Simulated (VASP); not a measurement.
Here is a VASP 6.6.1 calculation.

File run.py:

```python
from ase.calculators.vasp import Vasp
from ase.dft.bandgap import bandgap
from ase.io import read

atoms = read('POSCAR')
calc = Vasp(
    directory='calc',
    xc='beef-vdw',
    pp='PBE',
    setups='recommended',
    prec='Accurate',
    encut=520,
    ediff=1e-08,
    ismear=0,
    sigma=0.05,
    lreal=False,
    lasph=True,
    nelm=60,
    algo='Normal',
    isif=2,
    lwave=False,
    lcharg=True,
    lmaxmix=4,
    kpts=[13, 13, 13],
    gamma=True,
    nbands=18,
)
atoms.calc = calc

print('energy (eV):', atoms.get_potential_energy())
print('free energy (eV):', atoms.get_potential_energy(force_consistent=True))
efermi = calc.get_fermi_level()
print('Fermi level (eV):', efermi)
path = atoms.cell.bandpath(npoints=60, eps=1e-4)
print('path:', path.path)
calc.set(kpts=path.kpts, reciprocal=True, icharg=11, isym=0, lcharg=False)
calc.calculate(atoms)
print('gap on the path (eV):', bandgap(calc, efermi=efermi)[0])
print('direct gap on the path (eV):', bandgap(calc, efermi=efermi, direct=True)[0])
```

File POSCAR:

```
Cu
1.0
    0.0000000000      1.8075000000      1.8075000000
    1.8075000000      0.0000000000      1.8075000000
    1.8075000000      1.8075000000      0.0000000000
Cu
1
Direct
    0.0000000000      0.0000000000      0.0000000000
```

Potentials or basis: VASP PAW PBE potentials, release 64 (Cu).

Run with:

```sh
$ python run.py
```

(1) What does it give for the band gap along the path?

## Answers

(1) none (metal or under the smearing width).

Caveat: the log is that of the step along the path at fixed density, whose energy, stress, charges and moments have no meaning.
